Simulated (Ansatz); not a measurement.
How much does the functional matter for the cell of ZnS?

The starting cell is an entry of the Crystallography Open Database (1956):

```
CELL_PARAMETERS angstrom
0.00000 2.70200 2.70200
2.70200 0.00000 2.70200
2.70200 2.70200 0.00000
ATOMIC_POSITIONS crystal
Zn 0.25000 0.25000 0.25000
S 0.00000 0.00000 0.00000
```

Atoms and cell were relaxed at zero pressure with plane-wave PAW DFT (Ansatz 0.2.0; one set of PAW datasets, made under PBE, for all functionals; 420 eV, r2SCAN 500 eV; 8×8×8 Γ-centred mesh, fermi-dirac occupations of width 0.020 eV; no spin polarisation, no spin-orbit coupling, no dispersion correction), keeping the symmetry (F-43m, No. 216).

Which functional gives the smallest cell, and how wide is the spread?

The relaxed conventional cells:

| functional | a (Å) | volume (Å³/atom) | formation energy (eV/atom) |
| --- | --- | --- | --- |
| LDA | 5.297 | 18.58 | -0.844 |
| PBEsol | 5.356 | 19.20 | -0.821 |
| PBE | 5.443 | 20.16 | -0.822 |
| r2SCAN | 5.390 | 19.58 | -0.979 |
| the entry | 5.404 | 19.73 | – |

LDA gives the smallest volume and PBE the largest, 8.5 % more, the usual order, since LDA overbinds and PBE's gradient terms loosen the lattice. Against the entry's volume: LDA -5.8 %, PBEsol -2.7 %, PBE +2.2 %, r2SCAN -0.8 %. No verdict is drawn from this: the entry is old or was flagged in a check, so the entry may be off as well as the functionals. The formation energies span 0.16 eV an atom, lowest under r2SCAN.

Caveats: each relaxation keeps the start's symmetry, so a distorted cell may lie lower; computed cells are at 0 K with fixed nuclei, while the entry holds thermal expansion, often some tenths of a per cent in volume and more in soft crystals; formation energies are at zero smearing against the elements' usual phases under the same functional, gases as free molecules, uncorrected.
